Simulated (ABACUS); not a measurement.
CuAu under changes of volume

One of the cells (14.556 Å³/atom); the others are scaled copies at fixed shape and fractional positions:

```xyz
2
Lattice="2.8107 0.0000 0.0000 0.0000 2.8107 0.0000 0.0000 0.0000 3.6850" Properties=species:S:1:pos:R:3 pbc="T T T"
Au    0.0000    0.0000    0.0000
Cu    1.4054    1.4054    1.8425
```

| Item | Value |
| --- | --- |
| Program | ABACUS 3.10.1 |
| Functional | PBEsol |
| Potentials or basis | PseudoDojo NC SR 0.4.1 PBEsol standard |
| Cutoff | 1252 eV |
| Density cutoff | 5007 eV |
| Basis | plane waves |
| k mesh | 9 × 9 × 7 |
| Occupations | fermi-dirac, width 0.05 eV |
| Spin | no spin polarisation |

```tsv
volume (Å³/atom)	energy over the lowest point (meV/atom)	pressure (GPa)
13.683	10.17	6.9
13.974	1.48	2.7
14.265	0.00	-1.0
14.556	?	?
14.847	15.19	-7.1
15.139	30.38	-9.6
15.430	49.77	-11.7
```

Problem. What does the run at 14.556 Å³/atom give?

Solution. Energy over the lowest point 4.83 meV/atom; pressure -4.2 GPa.

Worked out: A Birch-Murnaghan fit of order 3 (a polynomial in V^(-2/3)) to the other rows has its minimum at 14.18 Å³/atom with B0 = V·E''(V) = 176 GPa and B' = 5.5 at fixed shape and positions, which overstates the stiffness. It gives 4.83 meV/atom at 14.556 Å³/atom, against the run's 4.83, and -dE/dV = -4.2 GPa, against -4.2.

Energies are extrapolated to zero smearing.
